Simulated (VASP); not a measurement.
Wanted: the native input for a VASP 6.6.1 run.

| Quantity | Value |
| --- | --- |
| Task | density of states |
| Functional | PBE |
| Potentials or basis | VASP PAW PBE potentials, release 64 (Te, Ti_sv) |
| Cutoff | 520 eV |
| k mesh | 8 × 8 × 4 |
| Occupations | gaussian, width 0.02 eV |
| Spin | no spin polarisation |
| k mesh for the DOS | 12 × 12 × 6 |
| Occupations for the DOS | tetrahedron |
| Further INCAR settings | ALGO = Fast; EDIFF = 1e-06 |

TiTe2:

```
Te Ti
1.0
     3.77700    0.00000    0.00000
    -1.88850    3.27098    0.00000
     0.00000    0.00000    6.49800
Te Ti
2 1
Cartesian
  0.0000 2.1807 4.7903
  1.8885 1.0903 1.7077
  0.0000 0.0000 0.0000
```

One way to write it, as run:

POSCAR

```
TiTe2
1.0
    3.7770000000      0.0000000000      0.0000000000
   -1.8885000000      3.2709779501      0.0000000000
    0.0000000000      0.0000000000      6.4980000000
Te Ti
2 1
Direct
    0.3333333333      0.6666666667      0.7372000000
    0.6666666667      0.3333333333      0.2628000000
    0.0000000000      0.0000000000      0.0000000000
```

INCAR.step1

```
SYSTEM = TiTe2
PREC = Accurate
ENCUT = 520
EDIFF = 1E-6
ISMEAR = 0
SIGMA = 0.02
LREAL = .FALSE.
LASPH = .TRUE.
NELM = 100
ALGO = Fast
ISIF = 2
LWAVE = .FALSE.
LCHARG = .TRUE.
LMAXMIX = 4
GGA = PE
```

KPOINTS.step1

```
regular mesh
0
G
  8 8 4
  0 0 0
```

INCAR.step2

```
SYSTEM = TiTe2
PREC = Accurate
ENCUT = 520
EDIFF = 1E-6
ISMEAR = -5
SIGMA = 0.02
LREAL = .FALSE.
LASPH = .TRUE.
NELM = 100
ALGO = Fast
ISIF = 2
LWAVE = .FALSE.
LCHARG = .FALSE.
LMAXMIX = 4
GGA = PE
LORBIT = 11
NEDOS = 1001
ICHARG = 11
```

KPOINTS.step2

```
regular mesh
0
G
  12 12 6
  0 0 0
```

Potentials or basis: VASP PAW PBE potentials, release 64 (Te, Ti_sv).

The run is started by

```sh
$ cat potpaw_PBE.64/Te/POTCAR potpaw_PBE.64/Ti_sv/POTCAR > POTCAR
$ cp INCAR.step1 INCAR
$ cp KPOINTS.step1 KPOINTS
$ mpirun -np 1 vasp_std > vasp.out
$ cp INCAR.step2 INCAR
$ cp KPOINTS.step2 KPOINTS
$ mpirun -np 1 vasp_std > vasp.out
```

Results of the run:

- Valence electrons inside the program's atomic spheres: Te 3.42; Ti 10.15

Wall time 2.2 min on 1 thread of AMD EPYC 9R45 (Zen 5), with other jobs on the host, peak memory 0.24 GiB.
